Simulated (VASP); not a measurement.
# TiPt5 (P4/mmm) in VASP: notebook, part 2 of 2

VASP 6.6.1. Earlier steps stand in the parts before.

## 3. Single point, PBE (random cell by space group and Wyckoff sites (P4/mmm, No. 123))

Input file INCAR:

```
PREC     = Accurate       # precision mode
ENCUT    = 520            # plane-wave cutoff, eV
EDIFF    = 1E-6           # SCF threshold, eV
ISMEAR   = 0              # smearing method
SIGMA    = 0.1            # smearing width, eV
LREAL    = F              # projectors in reciprocal space
LASPH    = T              # aspherical terms in the spheres
NELM     = 100            # most SCF steps
ALGO     = Fast           # electronic algorithm
ISIF     = 2              # what is computed and relaxed
LWAVE    = F              # write WAVECAR
LCHARG   = T              # write CHGCAR
GGA      = PE             # functional
LELF     = T              # ELF
LVHAR    = T            
NBANDS   = 40             # bands
```

Input file KPOINTS:

```
regular mesh
0
Gamma
  4 4 6
```

Input file POSCAR:

```
TiPt5
1.0
    5.8296847918      0.0000000000      0.0000000000
    0.0000000000      5.8296847918      0.0000000000
    0.0000000000      0.0000000000      4.6419823331
Ti Pt
1 5
Direct
    0.0000000000      0.0000000000      0.0000000000
    0.2059460758      0.5000000000      0.5000000000
    0.7940539242      0.5000000000      0.5000000000
    0.5000000000      0.2059460758      0.5000000000
    0.5000000000      0.7940539242      0.5000000000
    0.0000000000      0.0000000000      0.5000000000
```

Potentials or basis: VASP PAW PBE potentials, release 64 (Ti_sv, Pt).

On the command line:

```sh
$ cat potpaw_PBE.64/Ti_sv/POTCAR potpaw_PBE.64/Pt/POTCAR > POTCAR
$ mpirun -np 1 vasp_std > vasp.out
```

OUTCAR:

```text
PREC = Accurate
   ENCUT = 520
   EDIFF = 1E-6
   ISMEAR = 0
   LREAL = F
   LASPH = T
   NELM = 100
   ISIF = 2
   GGA = PE

 ion  position               nearest neighbor table
   1  0.000  0.000  0.000-   6 2.32   6 2.32
   2  0.206  0.500  0.500-   3 2.40   4 2.42   5 2.42   6 3.15   6 3.15   3 3.43
   3  0.794  0.500  0.500-   2 2.40   4 2.42   5 2.42   6 3.15   6 3.15   2 3.43
   4  0.500  0.206  0.500-   5 2.40   3 2.42   2 2.42   6 3.15   6 3.15   5 3.43
   5  0.500  0.794  0.500-   4 2.40   3 2.42   2 2.42   6 3.15   6 3.15   4 3.43
   6  0.000  0.000  0.500-   1 2.32   1 2.32   3 3.15   4 3.15   5 3.15   2 3.15   2 3.15   3 3.15
                             4 3.15   5 3.15

  LATTYP: Found a simple tetragonal cell.
 ALAT       =     5.8296847918
 C/A-ratio  =     0.7962664362

  Lattice vectors:

 A1 = (   5.8296847918,   0.0000000000,   0.0000000000)
 A2 = (   0.0000000000,   5.8296847918,   0.0000000000)
 A3 = (   0.0000000000,   0.0000000000,   4.6419823331)

Analysis of symmetry for initial positions (statically):
[... 185 lines left out ...]
 val. band max:        4.3728236091   @ k =   0.2500   0.2500   0.0000
 cond. band min:       4.3903679070   @ k =   0.0000   0.0000   0.3333
 fundamental gap:      0.0175442980
 Fermi energy:         4.3841373516

 k-point     1 :       0.0000    0.0000    0.0000
  band No.  band energies     occupation
      1     -53.8378      2.00000
      2     -30.1991      2.00000
      3     -30.1991      2.00000
      4     -29.8918      2.00000
      5      -3.3052      2.00000
      6      -2.0240      2.00000
[... 1021 lines left out ...]
     39       7.0804      0.00000
     40       7.0804      0.00000

------------------------ aborting loop because EDIFF is reached ----------------------------------------

  FORCE on cell =-STRESS in cart. coord.  units (eV):
  Direction    XX          YY          ZZ          XY          YZ          ZX
  --------------------------------------------------------------------------------------
  -------------------------------------------------------------------------------------
  Total       -0.6170537     -0.6170537      0.2756363      0.0000000      0.0000000     -0.0000000
  in kB       -6.2667143     -6.2667143      2.7993249      0.0000000      0.0000000     -0.0000000
  external PRESSURE =      -3.2447012 kB  Pullay stress =       0.0000000 kB

 VOLUME and BASIS-vectors are now :
 -----------------------------------------------------------------------------
  energy-cutoff  :      520.00
  volume of cell :      157.76
      direct lattice vectors                 reciprocal lattice vectors
     5.829684792  0.000000000  0.000000000     0.171535861  0.000000000  0.000000000
     0.000000000  5.829684792  0.000000000     0.000000000  0.171535861  0.000000000
     0.000000000  0.000000000  4.641982333     0.000000000  0.000000000  0.215425206

 POSITION                                       TOTAL-FORCE (eV/Angst)
 -----------------------------------------------------------------------------------
      0.00000      0.00000      0.00000         0.000000      0.000000      0.000000
      1.20060      2.91484      2.32099        -0.013078     -0.000000      0.000000
      4.62908      2.91484      2.32099         0.013078      0.000000      0.000000
      2.91484      1.20060      2.32099         0.000000     -0.013078      0.000000
      2.91484      4.62908      2.32099        -0.000000      0.013078     -0.000000
      0.00000      0.00000      2.32099         0.000000      0.000000      0.000000
 -----------------------------------------------------------------------------------
    total drift:                                0.000000     -0.000000      0.000000

  FREE ENERGIE OF THE ION-ELECTRON SYSTEM (eV)
  ---------------------------------------------------
  free  energy   TOTEN  =       -32.1280037697 eV

  energy  without entropy=      -32.0639985071  energy(sigma->0) =      -32.09600114
```

OSZICAR:

```text
N       E                     dE             d eps       ncg     rms          rms(c)
DAV:   1     0.475735712657E+03    0.47574E+03   -0.29182E+04  1944   0.147E+03
DAV:   2     0.174503521782E+01   -0.47399E+03   -0.44572E+03  2048   0.348E+02
DAV:   3    -0.356558117174E+02   -0.37401E+02   -0.35216E+02  3008   0.869E+01
[... 15 lines left out ...]
RMM:  19    -0.321279969527E+02   -0.32323E-05   -0.75882E-05  2516   0.200E-02    0.156E-02
RMM:  20    -0.321279994071E+02   -0.24544E-05   -0.36768E-05  1870   0.114E-02    0.370E-03
RMM:  21    -0.321280016931E+02   -0.22860E-05   -0.23795E-05  1677   0.814E-03    0.199E-03
RMM:  22    -0.321280028746E+02   -0.11815E-05   -0.12710E-05  1395   0.612E-03    0.173E-03
RMM:  23    -0.321280037697E+02   -0.89511E-06   -0.93996E-06  1341   0.565E-03
   1 F= -.32128004E+02 E0= -.32096001E+02  d E =-.640053E-01
```

Wall time 2.1 min (1 thread of Intel Xeon 6975P-C (Granite Rapids), shared host); peak memory 0.35 GiB.

What came out:

- Free energy: -32.1280 eV
- Pressure: -0.3 GPa
- Largest force: 0.013 eV/Å
- Band gap on the k mesh: none (metal or under the smearing width)

Forces in eV/Å, atoms in the order of the input:
```
Ti   0.000  0.000  0.000
Pt  -0.013  0.000  0.000
Pt   0.013  0.000  0.000
Pt   0.000 -0.013  0.000
Pt   0.000  0.013  0.000
Pt   0.000  0.000  0.000
```

Stress tensor (GPa, compression positive):
```
-0.63  0.00  0.00
 0.00 -0.63  0.00
 0.00  0.00  0.28
```

The run has no spin-orbit coupling, so splittings on Pt are missing.
